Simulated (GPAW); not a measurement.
# TePb (Fm-3m) in GPAW: a series of runs

Aim: see how the results for TePb move with the level of theory and the settings. Levels: PBE, TPSS. Tasks: band structure.

Program: GPAW 26.7.0. These are calculated values, not measurements. Logs are shortened: lines on timing, memory, paths and dates and some standing lists are left out, and cuts for length are marked. The log counts tension as positive stress, the text compression.

**What was measured.**

From a printed reference work, monograph, for a bulk crystal of TePb at 4.2 K: band gap 0.19 eV (direct).

How close the calculation comes is told below.

## 1. The crystal as given

It takes space group Fm-3m (No. 225, cubic). The conventional cell has a = 6.462 Å, b = 6.462 Å, c = 6.462 Å, α = 90.00°, β = 90.00°, γ = 90.00°. Around Pb (site symmetry m-3m) lie 6 Te at 3.23 Å. Around Te (site symmetry m-3m) lie 6 Pb at 3.23 Å.

## 2. Band structure, PBE

Input file run.py:

```python
from ase import Atoms
from ase.dft.bandgap import bandgap
from ase.io import write
from ase.units import GPa
from gpaw import GPAW, PW

atoms = Atoms(['Pb', 'Te'],
              cell=[[0.0, 3.231, 3.231],
                    [3.231, 0.0, 3.231],
                    [3.231, 3.231, 0.0]],
              scaled_positions=[[0.0, 0.0, 0.0],
                                [0.5, 0.5, 0.5]],
              pbc=True)

calc = GPAW(mode=PW(600),
            xc='PBE',
            kpts={'size': (6, 6, 6), 'gamma': True},
            occupations={'name': 'fermi-dirac', 'width': 0.05},
            setups={'Te': '16'},
            nbands=-9,
            convergence={'density': 1e-05, 'energy': 1e-05},
            maxiter=150,
            txt='gpaw.txt')
atoms.calc = calc
energy = atoms.get_potential_energy()
forces = atoms.get_forces()
stress = atoms.get_stress()
calc.write('gs.gpw')
write('result.traj', atoms)
print(f'Energy: {energy:.6f} eV')
print('Forces (eV/A):')
print(forces.round(4))
print('Stress (GPa):', (stress / GPa).round(3))
print('Fermi level:', round(calc.get_fermi_level(), 4), 'eV')
print(f'Gap: {bandgap(calc)[0]:.4f} eV, direct: {bandgap(calc, direct=True)[0]:.4f} eV')

path = atoms.cell.bandpath('GXWKGLUWLK,UX', npoints=100, eps=1e-4)
bs_calc = calc.fixed_density(kpts=path, symmetry='off', nbands=-21,
                             convergence={'bands': 'CBM+6.0', 'eigenstates': 1e-6}, txt='bands.txt')
bs = bs_calc.band_structure()
bs.write('bs.json')
print(f'Gap on the path: {bandgap(bs_calc)[0]:.4f} eV')
```

Potentials or basis: GPAW PAW data sets (gpaw-data 1.2.1), other valence, pw.

Command:

```sh
OMP_NUM_THREADS=1 python run.py
```

gpaw.txt:

```text
__  _  _
 | _ |_)|_||  |
 |__||  | ||/\| - 26.7.0

Input parameters:
  mode=PW(ecut=600.0),
  convergence={'density': 1e-05, 'energy': 1e-05},
  kpts=MonkhorstPack(size=(6, 6, 6), gamma=True),
  maxiter=150,
  nbands=-9,
  occupations=Occupations(name='fermi-dirac', width=0.05),
  setups={'Te': '16'},
  xc=XC(name='PBE')

Diagonalizing LCAO Hamiltonian
Converting LCAO to pw mode

                 Te

       Pb

Atoms  # Å, Bohr magnetons
|   | symbol |        x |        y |        z |    initial magnetic moments |
|---|--------|----------|----------|----------|-----------------------------|
| 0 |     Pb | 0.000000 | 0.000000 | 0.000000 | ( 0.0000,  0.0000,  0.0000) |
| 1 |     Te | 3.231000 | 3.231000 | 3.231000 | ( 0.0000,  0.0000,  0.0000) |

Unit cell  # Å
| periodic |        x |        y |        z |  lengths |    angles |
|----------|----------|----------|----------|----------|-----------|
|      yes | 0.000000 | 3.231000 | 3.231000 | 4.569324 | 60.000000 |
|      yes | 3.231000 | 0.000000 | 3.231000 | 4.569324 | 60.000000 |
|      yes | 3.231000 | 3.231000 | 0.000000 | 4.569324 | 60.000000 |

Number of symmetries: 48
Symmetry operations  # r_c * U_cc + t_c -> r_c
|    | kind |            matrix            |
|----|------|------------------------------|
|  0 |  σ   |  1, 0, 0,  1, 0,-1,  1,-1, 0 |
|  1 |  C2  |  1, 0, 0,  1,-1, 0,  1, 0,-1 |
|  2 |  E   |  1, 0, 0,  0, 1, 0,  0, 0, 1 |
|  3 |  σ   |  1, 0, 0,  0, 0, 1,  0, 1, 0 |
|  4 |  C4  |  1, 0,-1,  1, 0, 0,  1,-1, 0 |
|  5 |  S6  |  1, 0,-1,  1,-1, 0,  1, 0, 0 |
|  6 |  σ   |  1, 0,-1,  0, 1,-1,  0, 0,-1 |
|  7 |  C3  |  1, 0,-1,  0, 0,-1,  0, 1,-1 |
|  8 |  S6  |  1,-1, 0,  1, 0, 0,  1, 0,-1 |
|  9 |  C4  |  1,-1, 0,  1, 0,-1,  1, 0, 0 |
| 10 |  C3  |  1,-1, 0,  0,-1, 1,  0,-1, 0 |
| 11 |  σ   |  1,-1, 0,  0,-1, 0,  0,-1, 1 |
| 12 |  σ   |  0, 1, 0,  1, 0, 0,  0, 0, 1 |
| 13 |  C4  |  0, 1, 0,  0, 1,-1, -1, 1, 0 |
| 14 |  C3  |  0, 1, 0,  0, 0, 1,  1, 0, 0 |
| 15 |  S6  |  0, 1, 0, -1, 1, 0,  0, 1,-1 |
| 16 |  C2  |  0, 1,-1,  1, 0,-1,  0, 0,-1 |
| 17 |  σ   |  0, 1,-1,  0, 1, 0, -1, 1, 0 |
| 18 |  S4  |  0, 1,-1,  0, 0,-1,  1, 0,-1 |
| 19 |  C4  |  0, 1,-1, -1, 1, 0,  0, 1, 0 |
| 20 |  C3  |  0, 0, 1,  1, 0, 0,  0, 1, 0 |
| 21 |  σ   |  0, 0, 1,  0, 1, 0,  1, 0, 0 |
| 22 |  S6  |  0, 0, 1,  0,-1, 1, -1, 0, 1 |
| 23 |  C4  |  0, 0, 1, -1, 0, 1,  0,-1, 1 |
| 24 |  S4  |  0, 0,-1,  1, 0,-1,  0, 1,-1 |
| 25 |  C3  |  0, 0,-1,  0, 1,-1,  1, 0,-1 |
| 26 |  C2  |  0, 0,-1,  0,-1, 0, -1, 0, 0 |
| 27 |  S6  |  0, 0,-1, -1, 0, 0,  0,-1, 0 |
| 28 |  S4  |  0,-1, 1,  1,-1, 0,  0,-1, 0 |
| 29 |  C4  |  0,-1, 1,  0, 0, 1, -1, 0, 1 |
| 30 |  C2  |  0,-1, 1,  0,-1, 0,  1,-1, 0 |
| 31 |  σ   |  0,-1, 1, -1, 0, 1,  0, 0, 1 |
| 32 |  C3  |  0,-1, 0,  1,-1, 0,  0,-1, 1 |
| 33 |  S6  |  0,-1, 0,  0, 0,-1, -1, 0, 0 |
| 34 |  S4  |  0,-1, 0,  0,-1, 1,  1,-1, 0 |
| 35 |  C2  |  0,-1, 0, -1, 0, 0,  0, 0,-1 |
| 36 |  C2  | -1, 1, 0,  0, 1, 0,  0, 1,-1 |
| 37 |  S6  | -1, 1, 0,  0, 1,-1,  0, 1, 0 |
| 38 |  S4  | -1, 1, 0, -1, 0, 1, -1, 0, 0 |
| 39 |  C3  | -1, 1, 0, -1, 0, 0, -1, 0, 1 |
| 40 |  S6  | -1, 0, 1,  0, 0, 1,  0,-1, 1 |
| 41 |  C2  | -1, 0, 1,  0,-1, 1,  0, 0, 1 |
| 42 |  C3  | -1, 0, 1, -1, 1, 0, -1, 0, 0 |
| 43 |  S4  | -1, 0, 1, -1, 0, 0, -1, 1, 0 |
| 44 |  C2  | -1, 0, 0,  0, 0,-1,  0,-1, 0 |
| 45 |  i   | -1, 0, 0,  0,-1, 0,  0, 0,-1 |
| 46 |  σ   | -1, 0, 0, -1, 1, 0, -1, 0, 1 |
| 47 |  C2  | -1, 0, 0, -1, 0, 1, -1, 1, 0 |

BZ-sampling:
  Number of BZ points: 216
  Number of IBZ points: 16

  Monkhorst-Pack size: [6, 6, 6]
  Monkhorst-Pack shift: [0.08333333333333333, 0.08333333333333333, 0.08333333333333333]

K-points  # in reciprocal-cell coordinates
|     |                                coordinates |     weight |
|-----|--------------------------------------------|------------|
|   0 | (  0.00000000,   0.00000000,   0.00000000) | 0.00462963 |
|   1 | (  0.16666667,   0.16666667,   0.00000000) | 0.02777778 |
|   2 | (  0.16666667,   0.16666667,   0.16666667) | 0.03703704 |
|   3 | (  0.33333333,   0.16666667,   0.16666667) | 0.05555556 |
|   4 | (  0.33333333,   0.33333333,  -0.33333333) | 0.05555556 |
|   5 | (  0.33333333,   0.33333333,   0.00000000) | 0.02777778 |
|   6 | (  0.33333333,   0.33333333,   0.16666667) | 0.11111111 |
|   7 | (  0.33333333,   0.33333333,   0.33333333) | 0.03703704 |
|   8 | (  0.50000000,   0.33333333,  -0.33333333) | 0.11111111 |
|   9 | (  0.50000000,   0.33333333,  -0.16666667) | 0.05555556 |
| ... |                                            |            |
|  15 | (  0.50000000,   0.50000000,   0.50000000) | 0.01851852 |

Plane wave coefficients: 2285
Cutoff: 600.0 eV

Spin-components: 1 (collinear spins)
Bands:           24
Projectors:      12
Spin-degeneracy: 2
Datatype:        complex128

Parallelization:
  kpt:    1
  domain: 1
  band:   1

Density:
  Valence electrons: 30.0
  Components: 1
  Grid points: [27 27 27]
  Charge: 0.0  # |e|

Potential:
  Grid points: [27 27 27]

species:
  Pb:
    name:    Lead
    Z:       82.0
    valence: 14
    core:    68
    charge:  0.0  # [|e|]
    compensation charges:
      type: gauss
      rc: 0.38  # [Å]
      lmax: 2
    cutoffs:
      filter: 2.36  # [Å]
      core: 2.43  # [Å]
    projectors
    | kind |    occ | energy [eV] | rcut [Å] |
    |------|--------|-------------|----------|
    |   6s |  2.000 |     -11.969 |    1.259 |
    |   6p |  2.000 |      -3.506 |    1.275 |
    |   5d | 10.000 |     -21.211 |    1.217 |
    |    s |        |      15.243 |    1.259 |
    |    p |        |      23.705 |    1.275 |
    |    d |        |       6.001 |    1.217 |

    Using partial waves for Pb as LCAO basis

  Te:
    name:    Tellurium
    Z:       52.0
    valence: 16
    core:    36
    charge:  0.0  # [|e|]
    compensation charges:
      type: gauss
      rc: 0.37  # [Å]
      lmax: 2
    cutoffs:
      filter: 2.06  # [Å]
      core: 2.12  # [Å]
    projectors
    | kind |    occ | energy [eV] | rcut [Å] |
    |------|--------|-------------|----------|
    |   5s |  2.000 |     -15.088 |    1.164 |
    |   5p |  4.000 |      -5.955 |    1.164 |
    |   4d | 10.000 |     -41.660 |    1.164 |
    |    s |        |      12.123 |    1.164 |
    |    p |        |      21.256 |    1.164 |
    |    d |        |     -14.449 |    1.164 |

    Using partial waves for Te as LCAO basis

Reference energy: -752065.146801  # eV

eigensolver:
  PPCG
  Converge bands: occupied
  niter=2

density mixing:
  MSR1-Mixer
  Pratt-step length: 0.05
  Maximum mixing coefficient: 0.75
  Old densities: 10
  SVD Regularization: 0.005
  Good broyden scale: 1.0
  Trust region scale: 1.0
  Backstep threshold: 4.0
  History deletion threshold: 6.0
  Fourier metric: weight=20.0, sigma=0.015

occupation numbers:
  Fermi-Dirac:
    width: 0.0500  # eV

poisson solver:
  ecut: 4800.0  # eV

xc functional:
  name: PBE with 2 nearest neighbor stencil

convergence criteria:
- Maximum integral of absolute [dens]ity change: 1e-05 electrons / valence electron
- Maximum [total energy] change in last 3 cyles: 1e-05 eV / valence electron
- Maximum integral of absolute [eigenst]ate change: 4e-08 eV^2 / valence electron
maximum number of iterations: 150

SCF iterations
|iter     | |      energy | eigst |  dens |
|---------|-|-------------|-------|-------|
|iter:   1| |   -7.845520 | -0.41 |       |
|iter:   2| |   -7.822881 | -2.35 | -1.53 |
|iter:   3| |   -7.738446 | -2.29 | -1.57 |
|iter:   4| |   -7.739668 | -3.90 | -2.17 |
|iter:   5| |   -7.740070 | -4.42 | -2.63 |
|iter:   6| |   -7.740094 | -5.60 | -3.36 |
|iter:   7| |   -7.740095c| -6.98 | -4.30 |
|iter:   8| |   -7.740095c| -7.54c| -4.68 |
|iter:   9| |   -7.740095c| -8.01c| -5.62c|

Converged in 9 steps
Energy contributions relative to reference atoms: (reference = -752065.146801)

Energy contributions:
  Kinetic:          16.285793
  Coulomb:         -16.604701
  Zero:             -0.004588
  External:          0.000000
  Xc:               -7.416578
  Entropy:          -0.000042
  Spinorbit:         0.000000
  ----------------------------
  Free energy:      -7.740116
  Extrapolated:     -7.740095

dipole moment: (-27.304645, -27.304645, -27.304645)  # |e|*Ang

Fermi level: 6.032
Eigenvalues  # (at kpt = [0.000, 0.000, 0.000])
| band index |      eig [eV] | occ [0-2] |
|------------|---------------|-----------|
|          0 |       -30.510 |     2.000 |
|        ... |               |           |
|          7 |       -11.038 |     2.000 |
|          8 |       -11.038 |     2.000 |
|          9 |       -11.038 |     2.000 |
|         10 |        -6.330 |     2.000 |
|         11 |         0.142 |     2.000 |
|         12 |         4.311 |     2.000 |
[... 9 lines left out ...]
|         22 |        13.385 |     0.000 |
|         23 |        13.404 |     0.000 |

Gap: 0.651 eV
Transition (v -> c):
  (s=0, k=15, n=14, [0.50, 0.50, 0.50]) -> (s=0, k=15, n=15, [0.50, 0.50, 0.50])
No difference between direct/indirect transitions

Forces  # eV/Ang
|       x |        y |        z |
|---------|----------|----------|
| 0.00000 |  0.00000 |  0.00000 |  # Pb   0
| 0.00000 | -0.00000 | -0.00000 |  # Te   1

Stress tensor  # eV/Ang^3
|         x |         y |         z |
|-----------|-----------|-----------|
| -0.005979 |  0.000000 |  0.000000 |
|  0.000000 | -0.005979 | -0.000000 |
|  0.000000 | -0.000000 | -0.005979 |

# Writing to gs.gpw (mode='')
```

Run time: 82 s. Hardware: 1 thread of Intel Xeon 6975P-C (Granite Rapids), shared host; peak memory 0.38 GiB.

Results:

| Property | Result |
| --- | --- |
| Free energy | -7.7401 eV |
| Pressure | 1.0 GPa |
| Band gap on the k mesh | 0.65 eV, direct |
| Band gap along the path | 0.65 eV, direct |

Levels at the corners of the path, in eV from the valence-band top:
| point | band 11 | band 12 | band 13 | band 14 | band 15 | band 16 | band 17 | band 18 | band 19 | band 20 |
| --- | --- | --- | --- | --- | --- | --- | --- | --- | --- | --- |
| Γ | -12.04 | -5.56 | -1.40 | -1.40 | -1.40 | 4.05 | 4.05 | 4.05 | 5.58 | 5.58 |
| X | -10.36 | -7.27 | -4.54 | -2.85 | -2.85 | 3.13 | 5.44 | 5.44 | 6.65 | 9.78 |
| W | -10.21 | -7.95 | -3.83 | -3.83 | -0.39 | 1.57 | 5.09 | 5.09 | 6.79 | 6.79 |
| K | -10.28 | -7.93 | -4.16 | -2.35 | -2.13 | 3.49 | 3.67 | 5.03 | 5.85 | 8.82 |
| Γ | -12.04 | -5.56 | -1.40 | -1.40 | -1.40 | 4.05 | 4.05 | 4.05 | 5.58 | 5.58 |
| L | -10.62 | -8.56 | -0.93 | -0.93 | 0.00 | 0.65 | 1.13 | 1.13 | 8.41 | 8.99 |
| U | -10.28 | -7.93 | -4.16 | -2.35 | -2.13 | 3.49 | 3.67 | 5.03 | 5.85 | 8.82 |
| W | -10.21 | -7.95 | -3.83 | -3.83 | -0.39 | 1.57 | 5.09 | 5.09 | 6.79 | 6.79 |
| L | -10.62 | -8.56 | -0.93 | -0.93 | 0.00 | 0.65 | 1.13 | 1.13 | 8.41 | 8.99 |
| K | -10.28 | -7.93 | -4.16 | -2.35 | -2.13 | 3.49 | 3.67 | 5.03 | 5.85 | 8.82 |
| U | -10.28 | -7.93 | -4.16 | -2.35 | -2.13 | 3.49 | 3.67 | 5.03 | 5.85 | 8.82 |
| X | -10.36 | -7.27 | -4.54 | -2.85 | -2.85 | 3.13 | 5.44 | 5.44 | 6.65 | 9.78 |

Caveat: spin-orbit coupling is left out, which as a rule narrows the gap of such compounds by several tenths of an eV.

## 3. Band structure, TPSS, spin-orbit coupling, no magnetisation

Changes to run.py since step 2:

```diff
@@ -1 +1,2 @@
+import numpy as np
 from ase import Atoms
@@ -5,2 +6,3 @@
 from gpaw import GPAW, PW
+from gpaw.spinorbit import soc_eigenstates
 
@@ -15,8 +17,8 @@
 calc = GPAW(mode=PW(600),
-            xc='PBE',
+            xc='MGGA_X_TPSS+MGGA_C_TPSS',
             kpts={'size': (6, 6, 6), 'gamma': True},
             occupations={'name': 'fermi-dirac', 'width': 0.05},
-            setups={'Te': '16'},
-            nbands=-9,
+            nbands=19,
             convergence={'density': 1e-05, 'energy': 1e-05},
+            eigensolver='davidson',
             maxiter=150,
@@ -36,4 +38,4 @@
 
-path = atoms.cell.bandpath('GXWKGLUWLK,UX', npoints=100, eps=1e-4)
-bs_calc = calc.fixed_density(kpts=path, symmetry='off', nbands=-21,
+path = atoms.cell.bandpath('GXWKGLUWLK,UX', npoints=60, eps=1e-4)
+bs_calc = calc.fixed_density(kpts=path, symmetry='off', nbands=32,
                              convergence={'bands': 'CBM+6.0', 'eigenstates': 1e-6}, txt='bands.txt')
@@ -42 +44,7 @@
 print(f'Gap on the path: {bandgap(bs_calc)[0]:.4f} eV')
+
+soc = soc_eigenstates(bs_calc, theta=90, phi=45, ignore_xc_potential=True)
+np.savetxt('soc_bands.dat', soc.eigenvalues(), fmt='%.4f')
+mesh = soc_eigenstates('gs.gpw', theta=90, phi=45, ignore_xc_potential=True)
+np.savetxt('soc_mesh.dat', mesh.eigenvalues(), fmt='%.4f')
+print('Fermi level with spin-orbit coupling:', round(mesh.fermi_level, 4), 'eV')
```

Potentials or basis: GPAW PAW data sets (gpaw-data 1.2.1), pw.

Command:

```sh
OMP_NUM_THREADS=1 python run.py
```

Run time: 3.6 min. Hardware: 1 thread of Intel Xeon 6975P-C (Granite Rapids), shared host; peak memory 0.47 GiB.

The run converged. Its results:

```
Free energy             : 1.5091 eV
Pressure                : 1.4 GPa
Band gap on the k mesh  : 0.16 eV, indirect (least direct gap 0.23 eV)
Band gap along the path : 0.14 eV, indirect (least direct gap 0.25 eV)
```

Levels at the corners of the path, in eV from the valence-band top:
```
point  band 18  band 19  band 20  band 21  band 22  band 23
    Γ    -0.91    -0.90    -0.90     2.39     2.41     5.04
    X    -3.26    -2.42    -2.42     3.26     3.26     4.47
    W    -3.82    -0.32    -0.32     1.60     1.60     5.24
    K    -2.63    -1.82    -1.82     3.05     3.06     4.22
    Γ    -0.91    -0.90    -0.90     2.39     2.41     5.04
    L    -0.60    -0.15    -0.15     0.14     0.14     1.45
    U    -2.63    -1.82    -1.82     3.05     3.06     4.22
    W    -3.82    -0.32    -0.32     1.60     1.60     5.24
    L    -0.60    -0.15    -0.15     0.14     0.14     1.45
    K    -2.63    -1.82    -1.82     3.05     3.06     4.22
    U    -2.63    -1.82    -1.82     3.05     3.06     4.22
    X    -3.26    -2.42    -2.42     3.26     3.26     4.47
```

Caveat: spin-orbit coupling was added after a scalar SCF, so levels and gaps hold it while energy, forces, pressure and moments don't; this program's spin-orbit splittings come out too wide for heavy elements; the PAW data sets were made with another functional, which shifts forces and pressure a little.

## 4. Against experiment

Step 2. Measured gap of TePb: 0.19 eV (direct; 4.2 K; a printed reference work, monograph). This calculation gives 0.65 eV (+0.46 eV). Spin-orbit coupling on Pb, Te is left out. The value is that of PBE, without temperature or zero-point motion.

Step 3. Measured direct gap of TePb: 0.19 eV (direct; 4.2 K; a printed reference work, monograph). This calculation gives 0.25 eV (+0.06 eV). The value is that of TPSS, without temperature or zero-point motion.
